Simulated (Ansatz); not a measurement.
Runs of Ansatz 0.2.0 on Li2S. The structure is cubic, space group Fm-3m (No. 225). The conventional cell has a = 5.689 Å, b = 5.689 Å, c = 5.689 Å, α = 90.00°, β = 90.00°, γ = 90.00°. S (site symmetry m-3m) is surrounded by 8 Li at 2.46 Å. Li (site symmetry -43m) has 4 S at 2.46 Å as nearest neighbours. 

| screening (1/Å) | gap on the mesh (eV) | pressure (GPa) |
| --- | --- | --- |
| 0.15 | (a) | -0.4 |
| 0.6 | 3.75 | (b) |
| 0.3 | 4.14 | -0.2 |
| 0.1 | 4.66 | -0.4 |
| 0.2 | 4.36 | -0.3 |
| 0.4 | 3.97 | -0.2 |

Alike in all rows: task single point; level HSE06 form with a typed share of exact exchange; potentials or basis Ansatz PAW; no spin polarisation; cell as given; k mesh 4 × 4 × 4; cutoff (eV) 420; smearing fermi-dirac 0.05 eV; the mesh is coarse, so values aren't converged.

Fill in the values left out.

(a) 4.49; (b) 0.0.

Caveats: all runs use coarse meshes; the PAW data sets come from PBE, with cores solved anew for the run's functional, which leaves a small shift of forces and pressure; the thresholds are loose for stress.

A k mesh can miss the band edges.
